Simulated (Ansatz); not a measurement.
Crystal: SrCl2.

```
CELL_PARAMETERS angstrom
0.00000 3.48835 3.48835
3.48835 0.00000 3.48835
3.48835 3.48835 0.00000
ATOMIC_POSITIONS crystal
Sr 0.00000 0.00000 0.00000
Cl 0.75000 0.75000 0.75000
Cl 0.25000 0.25000 0.25000
```

Base run:

```yaml
Program: Ansatz 0.2.0
Functional: PBE0
Potentials_or_basis: Ansatz PAW
Cutoff: "420 eV (not typed: the program's choice for these potentials)"
k_mesh: 4 × 4 × 4
Occupations: fermi-dirac, width 0.05 eV
Spin: no spin polarisation
```

Its results: band gap on the k mesh 7.35 eV, indirect (least direct gap 7.58 eV); pressure 0.4 GPa.

Problem. The run is repeated on the same cell with these changes: functional from PBE0 to revPBE. What comes out?

Solution. Band gap on the k mesh 5.63 eV, indirect (least direct gap 5.71 eV); pressure 2.5 GPa.

PBE0 gives the wider gap, since exact exchange removes part of the self-interaction.

Caveats: the PAW data sets come from PBE, with cores solved anew for the run's functional, which leaves a small shift of forces and pressure; the density of states is complete only up to the lowest level of the last band computed; the thresholds are loose for stress (some runs).

A k mesh can miss the band edges.
